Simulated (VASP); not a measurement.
# P (P2/m) in VASP: a series of runs

Runs on P. Level: PBE. Tasks: single point.

Program: VASP 6.6.1. These are calculated values, not measurements. Logs are shortened: lines on timing, memory, paths and dates and some standing lists are left out, and cuts for length are marked.

## Step 1: The crystal as given

The structure is monoclinic, space group P2/m (No. 10). The conventional cell has a = 2.425 Å, b = 2.439 Å, c = 4.852 Å, α = 90.00°, β = 90.24°, γ = 90.00°. P (site symmetry m) has 6 P at 2.42 to 2.44 Å as nearest neighbours.

This isn't the form of P at room conditions, which is orthorhombic.

## Step 2: Single point, PBE

INCAR reads:

```
PREC = Accurate
ENCUT = 280
EDIFF = 1E-6
ISMEAR = 0
SIGMA = 0.1
LREAL = False
LASPH = True
NELM = 100
ALGO = Normal
ISIF = 2
LWAVE = False
LCHARG = False
GGA = PE
ADDGRID = False
```

KPOINTS reads:

```
regular mesh
0
Gamma
  20 20 10
```

POSCAR reads:

```
P
1.0
    2.4246941115      0.0000000000      0.0000000000
    0.0000000000      2.4385351442      0.0000000000
   -0.0203144631      0.0000000000      4.8524328982
P
2
Direct
    0.0000000300      0.0000000000      0.7494253600
    0.9999999700      0.0000000000      0.2505746400
```

Potentials or basis: VASP PAW PBE potentials, release 64 (P).

Run with:

```sh
$ cat potpaw_PBE.64/P/POTCAR > POTCAR
$ mpirun -np 1 vasp_std > vasp.out
```

OUTCAR:

```text
PREC = Accurate
   ENCUT = 280
   EDIFF = 1E-6
   ISMEAR = 0
   LREAL = False
   LASPH = True
   NELM = 100
   ISIF = 2
   GGA = PE

 Found   1122 irreducible k-points:

 Following reciprocal coordinates:
            Coordinates               Weight
  0.000000  0.000000  0.000000      1.000000
  0.050000  0.000000 -0.000000      2.000000
  0.100000  0.000000 -0.000000      2.000000
  0.150000  0.000000 -0.000000      2.000000
  0.200000  0.000000 -0.000000      2.000000
  0.250000  0.000000 -0.000000      2.000000
   k-points           NKPTS =   1122   k-points in BZ     NKDIM =   1122   number of bands    NBANDS=      9
   number of dos      NEDOS =    301   number of ions     NIONS =      2
   total plane-waves  NPLWV =   5488
   dimension x,y,z NGX =    14 NGY =   14 NGZ =   28
   dimension x,y,z NGXF=    28 NGYF=   28 NGZF=   56
   ions per type =               2
   NGX,Y,Z   is equivalent  to a cutoff of   9.60,  9.54,  9.59 a.u.
   NGXF,Y,Z  is equivalent  to a cutoff of  19.20, 19.09, 19.19 a.u.
 SYSTEM =  unknown system
   PREC   = accura    normal or accurate (medium, high low for compatibility)
   ISTART =      0    job   : 0-new  1-cont  2-samecut
   ICHARG =      2    charge: 1-file 2-atom 10-const
   ISPIN  =      1    spin polarized calculation?
   LNONCOLLINEAR =      F non collinear calculations
   LSORBIT =      F    spin-orbit coupling
   LASPH  =      T    aspherical Exc in radial PAW
   ENCUT  =  280.0 eV  20.58 Ry    4.54 a.u.   3.31  3.33  6.62*2*pi/ulx,y,z
   NELM   =    100;   NELMIN=  2; NELMDL= -5     # of ELM steps
   EDIFF  = 0.1E-05   stopping-criterion for ELM
   LREAL  =      F    real-space projection
   EDIFFG = 0.1E-04   stopping-criterion for IOM
   NSW    =      0    number of steps for IOM
   IBRION =     -1    ionic relax: 0-MD 1-quasi-New 2-CG
   NFREE  =      0    steps in history (QN), initial steepest desc. (CG)
   ISIF   =      2    stress and relaxation
   ISYM   =      2    0-nonsym 1-usesym 2-fastsym
   POTIM  = 0.5000    time-step for ionic-motion
   TEBEG  =    0.0;   TEEND  =   0.0 temperature during run
   PSTRESS=    0.0 pullay stress
   NELECT =      10.0000    total number of electrons
   NUPDOWN=      -1.0000    fix difference up-down
   EMIN   =  10.00;   EMAX   =-10.00  energy-range for DOS
   EFERMI =   0.00;   METHOD = LEGACY
   ISMEAR =     0;   SIGMA  =   0.10  broadening in eV -4-tet -1-fermi 0-gaus
   EFERMI_NEDOS =   21; number of points for ismear=-14 and -15
   IALGO  =     38    algorithm
   IMIX   =      4    mixing-type and parameters
     AMIX     =   0.40;   BMIX     =  1.00
     AMIX_MAG =   1.60;   BMIX_MAG =  1.00
  volume/ion in A,a.u.               =      14.35        96.81
  Fermi-wavevector in a.u.,A,eV,Ry     =   1.152107  2.177167 18.059715  1.327352
  Thomas-Fermi vector in A             =   2.288761
   LORBIT       =      0    0 simple, 1 ext, 2 COOP (PROOUT), +10 PAW based schemes
   GGA     = PE    functional components
   LHFCALC =     F    Hartree Fock is set to
   AEXX    =    0.0000 exact exchange contribution
   IVDW    =     0    specifies the selected vdW correction
   LEPSILON=     F    determine dielectric tensor
   LRPA    =     F    only Hartree local field effects (RPA)
 non-spin polarized calculation
 Gauss-broadening in eV      SIGMA  =   0.10
  energy-cutoff  :      280.00
  volume of cell :       28.69
 maximum number of plane-waves:       320
 NGX is ok and might be reduce to    14
   NGX =  7   NGY =  7   NGZ = 13

 number of electron      10.0000000 magnetization

 number of electron       9.9999998 magnetization

 Free energy of the ion-electron system (eV)
  ---------------------------------------------------
  ext. energy  EPLUGINS =         0.00000000
  ---------------------------------------------------
  free energy    TOTEN  =       -10.52567848 eV

  energy without entropy =      -10.52149985  energy(sigma->0) =      -10.52358916

 E-fermi :  10.0063     XC(G=0): -11.3446

 val. band max:       10.0060206384   @ k =  -0.2000   0.1500   0.4000
 cond. band min:      10.0071792000   @ k =   0.0000   0.1500   0.3000
 fundamental gap:      0.0011585616
 Fermi energy:        10.0062865073

 k-point     1 :       0.0000    0.0000    0.0000
  band No.  band energies     occupation
      1      -6.7960      2.00000
      2      -2.3678      2.00000
      3       1.0626      2.00000
      4      14.8065      0.00000
      5      15.0177      0.00000
      6      15.0589      0.00000
      7      16.6339      0.00000
      8      16.7277      0.00000
      9      17.7189      0.00000

 k-point     2 :       0.0500    0.0000   -0.0000
  band No.  band energies     occupation
      1      -6.7379      2.00000
      2      -2.3094      2.00000
      3       1.1152      2.00000
      4      13.8142      0.00000
      5      14.8545      0.00000
      6      15.0693      0.00000
      7      16.7000      0.00000
      8      16.8734      0.00000
      9      17.8348      0.00000

 k-point     3 :       0.1000    0.0000   -0.0000
  band No.  band energies     occupation
      1      -6.5639      2.00000
      2      -2.1347      2.00000
      3       1.2723      2.00000
      4      12.0162      0.00000
      5      14.9920      0.00000
      6      15.2059      0.00000
      7      15.2685      0.00000
      8      16.8380      0.00000
      9      17.8885      0.00000

 k-point     4 :       0.1500    0.0000   -0.0000
  band No.  band energies     occupation
      1      -6.2754      2.00000
      2      -1.8444      2.00000
      3       1.5315      2.00000
      4      10.2058      0.00479
      5      13.6189      0.00000
      6      15.2179      0.00000
      7      15.4318      0.00000
      8      17.0631      0.00000
      9      18.0998      0.00000

 k-point     5 :       0.2000    0.0000   -0.0000
  band No.  band energies     occupation
      1      -5.8746      2.00000
      2      -1.4397      2.00000
      3       1.8887      2.00000
      4       8.4491      2.00000
      5      11.9884      0.00000
      6      15.5270      0.00000
      7      15.7401      0.00000
      8      17.3665      0.00000
      9      17.6557      0.00000

 k-point     6 :       0.2500    0.0000   -0.0000
  band No.  band energies     occupation
      1      -5.3664      2.00000
      2      -0.9239      2.00000
      3       2.3329      2.00000
      4       6.7738      2.00000
      5      10.4046      0.00000
      6      15.9095      0.00000
      7      15.9252      0.00000
      8      16.1218      0.00000
      9      17.7344      0.00000

 [... further k-points ...]

------------------------ aborting loop because EDIFF is reached ----------------------------------------

  FORCE on cell =-STRESS in cart. coord.  units (eV):
  Direction    XX          YY          ZZ          XY          YZ          ZX
  --------------------------------------------------------------------------------------
  -------------------------------------------------------------------------------------
  Total        0.3746443      0.2388465      0.3605794      0.0000000      0.0000000      0.0324145
  in kB       20.9210852     13.3377929     20.1356643      0.0000000      0.0000000      1.8101102
  external PRESSURE =      18.1315141 kB  Pullay stress =       0.0000000 kB

 VOLUME and BASIS-vectors are now :
 -----------------------------------------------------------------------------
  energy-cutoff  :      280.00
  volume of cell :       28.69
      direct lattice vectors                 reciprocal lattice vectors
     2.424694112  0.000000000  0.000000000     0.412423157  0.000000000  0.001726589
     0.000000000  2.438535144  0.000000000     0.000000000  0.410082259  0.000000000
    -0.020314463  0.000000000  4.852432898     0.000000000  0.000000000  0.206082190

 POSITION                                       TOTAL-FORCE (eV/Angst)
 -----------------------------------------------------------------------------------
     -0.01522      0.00000      3.63654         0.000106      0.000000      0.009711
      2.41960      0.00000      1.21590        -0.000106      0.000000     -0.009711
 -----------------------------------------------------------------------------------
    total drift:                                0.000000      0.000000     -0.000000

  FREE ENERGIE OF THE ION-ELECTRON SYSTEM (eV)
  ---------------------------------------------------
  free  energy   TOTEN  =       -10.5256784792 eV

  energy  without entropy=      -10.5214998491  energy(sigma->0) =      -10.52358916
```

OSZICAR:

```text
N       E                     dE             d eps       ncg     rms          rms(c)
DAV:   1     0.882726825915E+01    0.88273E+01   -0.31885E+03 20669   0.580E+02
DAV:   2    -0.100750461344E+02   -0.18902E+02   -0.18001E+02 31311   0.922E+01
DAV:   3    -0.105191246610E+02   -0.44408E+00   -0.44102E+00 25542   0.147E+01
DAV:   4    -0.105213178149E+02   -0.21932E-02   -0.21919E-02 29746   0.109E+00
DAV:   5    -0.105213251722E+02   -0.73573E-05   -0.73556E-05 25962   0.442E-02    0.696E+00
DAV:   6    -0.105233106812E+02   -0.19855E-02   -0.10318E-03 26496   0.371E-01    0.412E+00
DAV:   7    -0.105254510626E+02   -0.21404E-02   -0.29773E-03 21715   0.632E-01    0.113E-01
DAV:   8    -0.105256527300E+02   -0.20167E-03   -0.13155E-04 25294   0.111E-01    0.272E-02
DAV:   9    -0.105256779143E+02   -0.25184E-04   -0.23505E-05 23094   0.468E-02    0.367E-03
DAV:  10    -0.105256784792E+02   -0.56495E-06   -0.49362E-07 20033   0.630E-03
   1 F= -.10525678E+02 E0= -.10523589E+02  d E =-.417863E-02
```

stdout:

```text
POSCAR found type information on POSCAR P
 POSCAR found :  1 types and       2 ions
 scaLAPACK will be used
 LDA part: xc-table for (Slater+PW92), standard interpolation
 POSCAR, INCAR and KPOINTS ok, starting setup
 FFT: planning ... GRIDC
 FFT: planning ... GRID_SOFT
 FFT: planning ... GRID
 WAVECAR not read
 entering main loop
```

Run time: 84 s. Hardware: 1 thread of Intel Xeon Platinum 8259CL at 2.50GHz (Skylake/Cascade Lake), shared host; peak memory 0.2 GiB.

The run converged, but some of its settings lie outside the range that counts as converged, so its numbers aren't taken as properties of the crystal.

What came out:

```yaml
Free_energy: -10.5257 eV
Largest_force: 0.010 eV/Å
Band_gap_on_the_k_mesh: none (metal or under the smearing width)
```

Caveat: the cutoff is under 1.25 times the usual one of these potentials, so pressure, stress and relaxed cells hold a basis-set (Pulay) error.

## Step 3: Single point, PBE

INCAR is that of step 2.

KPOINTS is that of step 2.

POSCAR reads:

```
P
1.0
    2.4246941115      0.0000000000      0.0000000000
    0.0000000000      2.4385351442      0.0000000000
   -0.0203144631      0.0000000000      4.8524328982
P
2
Direct
   -0.0009640000     -0.0137570000      0.7520410000
    1.0088450000      0.0001830000      0.2407300000
```

Potentials or basis: VASP PAW PBE potentials, release 64 (P).

Run with:

```sh
$ cat potpaw_PBE.64/P/POTCAR > POTCAR
$ mpirun -np 1 vasp_std > vasp.out
```

Wall time 2.8 min (1 thread of Intel Xeon Platinum 8259CL at 2.50GHz (Skylake/Cascade Lake), shared host); peak memory 0.27 GiB.

These settings aren't checked as converged: the numbers below hold their error.

Results:

```
Free energy            : -10.5221 eV
Largest force          : 0.106 eV/Å
Band gap on the k mesh : none (metal or under the smearing width)
```

Caveat: the cutoff is under 1.25 times the usual one of these potentials, so pressure, stress and relaxed cells hold a basis-set (Pulay) error.

## Step 4: Single point, PBE

INCAR: that of step 3 with these lines changed.

```diff
@@ -1,3 +1,3 @@
 PREC = Accurate
-ENCUT = 280
+ENCUT = 650
 EDIFF = 1E-6
```

KPOINTS reads:

```
regular mesh
0
Gamma
  14 14 7
```

POSCAR reads:

```
P
1.0
    2.4246941115      0.0000000000      0.0000000000
    0.0000000000      2.4385351442      0.0000000000
   -0.0203144631      0.0000000000      4.8524328982
P
2
Direct
    0.0000000300      0.0000000000      0.7494253600
    0.9999999700      0.0000000000      0.2505746400
```

Run with:

```sh
$ cat potpaw_PBE.64/P/POTCAR > POTCAR
$ mpirun -np 1 vasp_std > vasp.out
```

Wall time 84 s (1 thread of Intel Xeon Platinum 8259CL at 2.50GHz (Skylake/Cascade Lake), shared host); peak memory 0.23 GiB.

The run converged, but some of its settings lie outside the range that counts as converged, so its numbers aren't taken as properties of the crystal.

What came out:

- Free energy: -10.5426 eV
- Pressure: 2.4 GPa
- Largest force: 0.005 eV/Å
- Band gap on the k mesh: none (metal or under the smearing width)

## Step 5: Single point, PBE

INCAR is that of step 4.

KPOINTS is that of step 4.

POSCAR reads:

```
P
1.0
    2.4246941115      0.0000000000      0.0000000000
    0.0000000000      2.4385351442      0.0000000000
   -0.0203144631      0.0000000000      4.8524328982
P
2
Direct
   -0.0009640000     -0.0137570000      0.7520410000
    1.0088450000      0.0001830000      0.2407300000
```

Run with:

```sh
$ cat potpaw_PBE.64/P/POTCAR > POTCAR
$ mpirun -np 1 vasp_std > vasp.out
```

It took 3.2 min on 1 thread of Intel Xeon Platinum 8259CL at 2.50GHz (Skylake/Cascade Lake), shared host; peak memory 0.3 GiB.

These settings aren't checked as converged: the numbers below hold their error.

What came out:

```yaml
Free_energy: -10.5417 eV
Pressure: 2.7 GPa
Largest_force: 0.067 eV/Å
Band_gap_on_the_k_mesh: none (metal or under the smearing width)
```
